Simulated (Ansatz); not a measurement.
# AlP: zone-centre modes under pressure

AlP, F-43m, a = 5.470 Å. Ansatz: PBEsol, PAW, 420 eV, Γ-centred 8×8×8 mesh on 2 atoms, fixed occupations; no spin polarisation. Cell and atoms are relaxed at each pressure with the symmetry kept; optical modes at Γ by linear response, in cm⁻¹, the highest, without the LO field.

| P (GPa) | V (Å³/atom) | ω1 |
| --- | --- | --- |
| 0 | 20.462 | 434.2 |
| 5 | 19.432 | ? |
| 11 | 18.469 | 490.7 |
| 22 | 17.144 | 535.1 |

Get the mode's Grüneisen parameter γ = −d ln ω/d ln V from the other rows and predict the missing frequency.

ln(V/V0) = 0.0000, -0.0516, -0.1025, -0.1769; a line through ln(ω/ω0) of the 3 known rows gives ω1: γ = 1.182 (intercept 0.0003), predicted 461.7, computed 462.0. The miss is 0.1 %, or 1 % of the shift under pressure, so a constant γ serves at that level.

The mesh isn't the same in all rows (8×8×8, 10×10×10).

Cost: 4 runs of about 4.8 core-minutes in all, on AMD EPYC (Zen 3) (shared hosts).